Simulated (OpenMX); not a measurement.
Zn, 1 atom in the cell. The typed cell holds 1 atom: a = 2.665 Å, b = 2.733 Å, c = 2.823 Å, α = 113.36°, β = 107.16°, γ = 109.60°. This isn't the form of Zn at room conditions, which is hcp. The cell isn't the ideal one: cell strained at random at fixed volume.

- Program: OpenMX 3.8.5
- Task: single point
- Functional: PBE
- Potentials or basis: OpenMX 2013 PBE set, Zn6.0H-s3p2d2, grid cutoff 500 Ry
- k mesh: 9 × 9 × 9
- Occupations: fermi-dirac, width 0.05 eV
- Spin: no spin polarisation
- Mixing scheme: rmm-diisk
- SCF threshold: 1e-08 Ha
- Solver: band
- Max SCF cycles: 100

Potentials or basis: OpenMX 2013 PBE set, Zn6.0H-s3p2d2, grid cutoff 500 Ry.

Command:

```sh
$ openmx Zn.dat -nt 1 > Zn.std
```

Hardware: 1 thread of AMD EPYC 7R43 64-Core Processor (Zen 3), with other jobs on the host.

**Question.** Estimate the wall time of this run.

**Answer.** It took 44 s on 1 thread of AMD EPYC 7R43 64-Core Processor (Zen 3) (shared host), peak memory 0.35 GiB. Counts: k points 365, basis 19, scf iterations 15.
